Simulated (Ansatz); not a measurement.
# Ga3Sb: a strain scan

Aim: for Ga3Sb, see how energy and stress answer to the strain pattern (1, -1, 0, 0, 0, 0).

Computed with Ansatz 0.2.0 (DFT PBE, scalar-relativistic, plane waves, PAW, unless a step's input says otherwise).

1 further run of the same task is left out (set aside as unsound or not needed). Runs told in other sessions of the task aren't counted.

**1. The structure to begin with**

It takes space group I4/mmm (No. 139, tetragonal). The conventional cell has a = 4.571 Å, b = 4.571 Å, c = 8.441 Å, α = 90.00°, β = 90.00°, γ = 90.00°. Around Ga (site symmetry -4m2) lie 8 Ga at 3.11 to 3.23 Å and 4 Sb at 3.11 Å. Ga (site symmetry 4/mmm) has 8 Ga at 3.11 Å and 4 Sb at 3.23 Å in its first shell of neighbours. Around Sb (site symmetry 4/mmm) lie 12 Ga at 3.11 to 3.23 Å.

Structure file:

```
CELL_PARAMETERS angstrom
-2.28567 2.28567 4.22032
2.28567 -2.28567 4.22032
2.28567 2.28567 -4.22032
ATOMIC_POSITIONS crystal
Ga 0.75000 0.25000 0.50000
Ga 0.25000 0.75000 0.50000
Ga 0.50000 0.50000 0.00000
Sb 0.00000 0.00000 0.00000
```

It goes back to an entry of the Materials Project, which need not be the stable form.

This cell was relaxed beforehand with the same method: volume 22.05 Å³/atom, gap on the mesh none (metal).

**2. Zero of the scan**

Input file input.yaml:

```yaml
crystal:
  lattice:
    - [-2.285665825, 2.285665825, 4.2203249441]
    - [2.285665825, -2.285665825, 4.2203249441]
    - [2.285665825, 2.285665825, -4.2203249441]
  atoms:
    - { symbol: Ga, position: [0.75, 0.25, 0.5] }
    - { symbol: Ga, position: [0.25, 0.75, 0.5] }
    - { symbol: Ga, position: [0.5, 0.5, 0.0] }
    - { symbol: Sb, position: [0.0, 0.0, 0.0] }
basis:
  ecutwfc: 420
kpoints:
  mp_grid: { grid: [14, 14, 14] }
hamiltonian:
  xc: pbe
scf:
  occupations: { method: gaussian, width: 0.15 }
output:
  forces: true
  stress: true
  eigenvalues: true
```

Run with:

```sh
ansatz run input.yaml --threads 1 --pin off --max-ram 2560MiB --backend cpu --events-out ev --progress --plain --runs-dir out
```

**3. Next: a strain scan**

The cell is strained by ε times the Voigt pattern (1, -1, 0, 0, 0, 0) (xx, yy, zz, yz, xz, xy; engineering shear), with fractional coordinates fixed (clamped ions). The stress on the pattern is the sum of the stress components weighted by it, tension positive.

**4. Point ε = -0.1000**

Edit input.yaml of step 2 so:

```diff
@@ -2,5 +2,5 @@
   lattice:
-    - [-2.285665825, 2.285665825, 4.2203249441]
-    - [2.285665825, -2.285665825, 4.2203249441]
-    - [2.285665825, 2.285665825, -4.2203249441]
+    - [-2.0570992425, 2.5142324075, 4.2203249441]
+    - [2.0570992425, -2.5142324075, 4.2203249441]
+    - [2.0570992425, 2.5142324075, -4.2203249441]
   atoms:
```

**5. ε = 0.0750**

Edit input.yaml of step 4 so:

```diff
@@ -2,5 +2,5 @@
   lattice:
-    - [-2.0570992425, 2.5142324075, 4.2203249441]
-    - [2.0570992425, -2.5142324075, 4.2203249441]
-    - [2.0570992425, 2.5142324075, -4.2203249441]
+    - [-2.4570907619, 2.1142408881, 4.2203249441]
+    - [2.4570907619, -2.1142408881, 4.2203249441]
+    - [2.4570907619, 2.1142408881, -4.2203249441]
   atoms:
@@ -22 +22,5 @@
   eigenvalues: true
+  write_density: true
+  write_potential: true
+  elf: true
+  volumetric_format: npy
```

**6. Point ε = -0.0500**

Input file input.yaml:

```yaml
crystal:
  lattice:
    - [-2.1713825338, 2.3999491162, 4.2203249441]
    - [2.1713825338, -2.3999491162, 4.2203249441]
    - [2.1713825338, 2.3999491162, -4.2203249441]
  atoms:
    - { symbol: Ga, position: [0.75, 0.25, 0.5] }
    - { symbol: Ga, position: [0.25, 0.75, 0.5] }
    - { symbol: Ga, position: [0.5, 0.5, 0.0] }
    - { symbol: Sb, position: [0.0, 0.0, 0.0] }
basis:
  ecutwfc: 420
kpoints:
  mp_grid: { grid: [14, 14, 14] }
hamiltonian:
  xc: pbe
scf:
  occupations: { method: gaussian, width: 0.15 }
output:
  forces: true
  stress: true
  eigenvalues: true
```

**7. Point ε = 0.0250**

Edit input.yaml of step 6 so:

```diff
@@ -2,5 +2,5 @@
   lattice:
-    - [-2.1713825338, 2.3999491162, 4.2203249441]
-    - [2.1713825338, -2.3999491162, 4.2203249441]
-    - [2.1713825338, 2.3999491162, -4.2203249441]
+    - [-2.3428074706, 2.2285241794, 4.2203249441]
+    - [2.3428074706, -2.2285241794, 4.2203249441]
+    - [2.3428074706, 2.2285241794, -4.2203249441]
   atoms:
```

**8. At ε = 0.0875**

Edit input.yaml of step 7 so:

```diff
@@ -2,5 +2,5 @@
   lattice:
-    - [-2.3428074706, 2.2285241794, 4.2203249441]
-    - [2.3428074706, -2.2285241794, 4.2203249441]
-    - [2.3428074706, 2.2285241794, -4.2203249441]
+    - [-2.4856615847, 2.0856700653, 4.2203249441]
+    - [2.4856615847, -2.0856700653, 4.2203249441]
+    - [2.4856615847, 2.0856700653, -4.2203249441]
   atoms:
```

**9. Point ε = 0.0625**

Edit input.yaml of step 8 so:

```diff
@@ -2,5 +2,5 @@
   lattice:
-    - [-2.4856615847, 2.0856700653, 4.2203249441]
-    - [2.4856615847, -2.0856700653, 4.2203249441]
-    - [2.4856615847, 2.0856700653, -4.2203249441]
+    - [-2.4285199391, 2.1428117109, 4.2203249441]
+    - [2.4285199391, -2.1428117109, 4.2203249441]
+    - [2.4285199391, 2.1428117109, -4.2203249441]
   atoms:
```

**10. ε = 0.0375**

Edit input.yaml of step 9 so:

```diff
@@ -2,5 +2,5 @@
   lattice:
-    - [-2.4285199391, 2.1428117109, 4.2203249441]
-    - [2.4285199391, -2.1428117109, 4.2203249441]
-    - [2.4285199391, 2.1428117109, -4.2203249441]
+    - [-2.3713782934, 2.1999533566, 4.2203249441]
+    - [2.3713782934, -2.1999533566, 4.2203249441]
+    - [2.3713782934, 2.1999533566, -4.2203249441]
   atoms:
@@ -22 +22,5 @@
   eigenvalues: true
+  write_density: true
+  write_potential: true
+  elf: true
+  volumetric_format: npy
```

**11. ε = 0.0125**

Edit input.yaml of step 10 so:

```diff
@@ -2,5 +2,5 @@
   lattice:
-    - [-2.3713782934, 2.1999533566, 4.2203249441]
-    - [2.3713782934, -2.1999533566, 4.2203249441]
-    - [2.3713782934, 2.1999533566, -4.2203249441]
+    - [-2.3142366478, 2.2570950022, 4.2203249441]
+    - [2.3142366478, -2.2570950022, 4.2203249441]
+    - [2.3142366478, 2.2570950022, -4.2203249441]
   atoms:
```

(Steps that only read results are left out.)

What does the calculation give? Wanted: slope of the stress at ε = 0, from the points at -0.0500, 0 and 0.0125.

The runs gave:

| quantity | value |
| --- | --- |
| slope of the stress at ε = 0, from the points at -0.0500, 0 and 0.0125 | 42 GPa |

**Reading.** The slope of the stress at zero strain, 42 GPa, estimates C11 + C22 − 2 C12 with clamped ions in this Cartesian frame; letting the atoms relax could not make it stiffer. The step is wide, so higher orders mix in. No sampled point lies below the undisturbed cell. Spin-orbit coupling is left out for Sb.
